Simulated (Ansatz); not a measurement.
**Structure search for Ti4B**

The calculation used DFT PBE, scalar-relativistic, plane waves, PAW in Ansatz 0.2.0. Settings: cutoff 420 eV, Γ-centred meshes spaced at most about 0.3 Å⁻¹, and about 0.25 Å⁻¹ or finer for metals (2π included), Gaussian smearing. Spin is collinear in cells that carry moments; the others ran without spin or lost their moments.

Formation energies are uncorrected and refer to the elements' standard structures at the same level.

All energies are static (0 K, no zero-point motion). Only the structures computed here compete, so a lower one can exist. The magnetic state reached may not be the lowest.

Invented guesses were relaxed alike, and ends that match in structure, energy and magnetic state were merged. ΔE counts from the first row. Coordination counts Ti atoms around B (those within 1.25 times the shortest such distance or 1.15 times the sum of covalent radii). The ends were matched against large subsets of the Crystallography Open Database and the Materials Project, so a missing match doesn't prove that a structure is unreported.

```tsv
#	reached from	type and space group	atoms	Å³/atom	coordination	ΔE (meV/atom)	gap on mesh (eV)	moments	in databases
1	random cell	Im-3m (No. 229)	5	15.8	B 8	0	0.00	none	no match
2	random cell	I4/mmm (No. 139)	5	17.2	B 4	207	0.00	none	no match
3	SnI4 type (P-43m)	P-43m (No. 215)	5	16.9	B 4	228	0.00	none	no match
4	random cell	P6/mmm (No. 191)	5	17.1	B 6	756	0.00	parallel, 0.8 μB	no match
```

The lowest: Space group Im-3m (No. 229), cubic, a = 5.407 Å. Ti is surrounded by 2 B at 2.34 Å and 6 Ti at 2.70 Å; B has 8 Ti at 2.34 Å. Its energy over the elements is +0.24 eV/atom. It can't be a ground state, since the elements alone are lower. An observed structure of this formula, if there is one, may be missing.

Space group Im-3m (No. 229). a = 5.407 Å, b = 5.407 Å, c = 5.407 Å, α = 90.00°, β = 90.00°, γ = 90.00°
```
atom  site  symmetry       x       y       z
  Ti    8c      .-3m  0.2500  0.2500  0.2500
   B    2a      m-3m  0.0000  0.0000  0.0000
```

The second: Space group I4/mmm (No. 139), tetragonal, a = 7.697 Å, c = 2.902 Å. Around Ti lie 1 B at 2.14 Å, 8 Ti at 2.82–3.03 Å and 1 Ti at 3.41 Å; B is surrounded by 4 Ti at 2.14 Å. Counting Ti atoms around B, the first has B 8 and the second has B 4. Cells relaxed within their symmetry can be saddle points.

```cif
data_structure
_symmetry_space_group_name_H-M 'I4/mmm'
_symmetry_Int_Tables_number 139
_cell_length_a 7.6971
_cell_length_b 7.6971
_cell_length_c 2.9020
_cell_angle_alpha 90.000
_cell_angle_beta 90.000
_cell_angle_gamma 90.000
_cell_volume 171.93
loop_
_atom_site_label
_atom_site_type_symbol
_atom_site_symmetry_multiplicity
_atom_site_Wyckoff_symbol
_atom_site_fract_x
_atom_site_fract_y
_atom_site_fract_z
_atom_site_occupancy
Ti1 Ti 8 i 0.22182 0.50000 0.50000 1
B1 B 2 a 0.00000 0.00000 0.00000 1
```

Some structure types and database cells were kept out of the candidates from the start, so a known form may be missing.
